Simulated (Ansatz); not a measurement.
# CoO: stress in a strained cell

CoO is deformed so: equal xy, yz and zx engineering shear strains of -1 %. What stress and forces result, by LAPW, PAW and all-electron datasets made for the crystal?

Program: Ansatz 0.2.0. Level of theory: DFT PBEsol, scalar-relativistic. These are calculated values, not measurements.

**1. The starting structure**

It takes space group Fm-3m (No. 225, cubic). The conventional cell has a = 4.263 Å, b = 4.263 Å, c = 4.263 Å, α = 90.00°, β = 90.00°, γ = 90.00°. Co (site symmetry m-3m) has 6 O at 2.13 Å as nearest neighbours. O (site symmetry m-3m) has 6 Co at 2.13 Å as nearest neighbours.

Structure file:

```cif
data_structure
_symmetry_space_group_name_H-M 'P 1'
_symmetry_Int_Tables_number 1
_cell_length_a 3.0144
_cell_length_b 3.0144
_cell_length_c 3.0144
_cell_angle_alpha 60.000
_cell_angle_beta 60.000
_cell_angle_gamma 60.000
_cell_volume 19.37
loop_
_atom_site_label
_atom_site_type_symbol
_atom_site_fract_x
_atom_site_fract_y
_atom_site_fract_z
_atom_site_occupancy
Co1 Co 0.00000 0.00000 0.00000 1
O1 O 0.50000 0.50000 0.50000 1
```

Atoms are numbered in the order of the input: Co1, O2.

**2. The deformed structure**

Space group Fm-3m before, R-3m after.

**3. All-electron LAPW**

Contents of input.yaml:

```yaml
crystal:
  lattice:
    - [-0.021315, 2.1208425, 2.1208425]
    - [2.1208425, -0.021315, 2.1208425]
    - [2.1208425, 2.1208425, -0.021315]
  atoms:
    - { symbol: Co, position: [0.0, 0.0, 0.0], spin: 2.0 }
    - { symbol: O, position: [0.5, 0.5, 0.5] }
magnetization:
  spin_polarized: true
kpoints:
  mp_grid: { grid: [16, 16, 16] }
  band_path:
    path:
      - [0.0, 0.0, 0.0]
      - [0.5, 0.5, 0.5]
      - [0.2525443832, 0.5, 0.7474556168]
      - [-0.2525443832, 0.2525443832, 0.5]
      - [0.0, 0.0, 0.5]
      - [0.0, 0.0, 0.0]
      - [-0.3762721916, 0.0, 0.3762721916]
      - [0.0, 0.3762721916, 0.6237278084]
      - [0.0, 0.5, 0.5]
    npoints: 5
scf:
  occupations: { method: fermi_dirac, width: 0.05 }
hamiltonian:
  xc: pbesol
  pseudopotentials: { kind: all_electron, lapw: { basis_error: 0.0005 } }
output:
  forces: true
  stress: true
  eigenvalues: true
```

On the command line:

```sh
> ansatz run input.yaml --threads 1 --pin off --max-ram 3072MiB --backend cpu --events-out ev --progress --plain --runs-dir out
```

**4. PAW with frozen cores**

Contents of input.yaml:

```yaml
crystal:
  lattice:
    - [-0.021315, 2.1208425, 2.1208425]
    - [2.1208425, -0.021315, 2.1208425]
    - [2.1208425, 2.1208425, -0.021315]
  atoms:
    - { symbol: Co, position: [0.0, 0.0, 0.0], spin: 2.0 }
    - { symbol: O, position: [0.5, 0.5, 0.5] }
magnetization:
  spin_polarized: true
kpoints:
  mp_grid: { grid: [16, 16, 16] }
scf:
  occupations: { method: fermi_dirac, width: 0.05 }
hamiltonian:
  xc: pbesol
  pseudopotentials: { kind: paw }
output:
  forces: true
  stress: true
  eigenvalues: true
  efg: { contact_densities: true }
```

**5. All-electron PAW on datasets made for the crystal**

Changes to input.yaml since step 4:

```diff
@@ -16,3 +16,3 @@
   xc: pbesol
-  pseudopotentials: { kind: paw }
+  pseudopotentials: { kind: all_electron, datasets: crystal }
 output:
```

(Steps that only read results are left out.)

**Question.** What will these runs give? Wanted: pressure; largest shear or deviatoric stress.

**Answer**, as computed:

```
                                 quantity                                                 value
                                 pressure  LAPW -10.78, PAW -10.75, crystal datasets -10.79 GPa
largest shear or deviatoric stress (LAPW)                                              0.19 GPa
```

In words: The largest part of the stress beyond the pressure is 0.19 GPa in size; the atoms are carried along and not relaxed. No run of the undeformed cell stands beside it, so the pressure holds what the given cell had before the change. PAW: stress within 0.04 GPa of LAPW. Crystal datasets: stress within 0.01 GPa of LAPW. Other magnetic orders may lie lower; this is the state that the run reached. With one magnetic atom in the cell only ferromagnetic order fits; the real order can differ. No U acts on the open 3d shell, so the metal found here may be the functional's error.
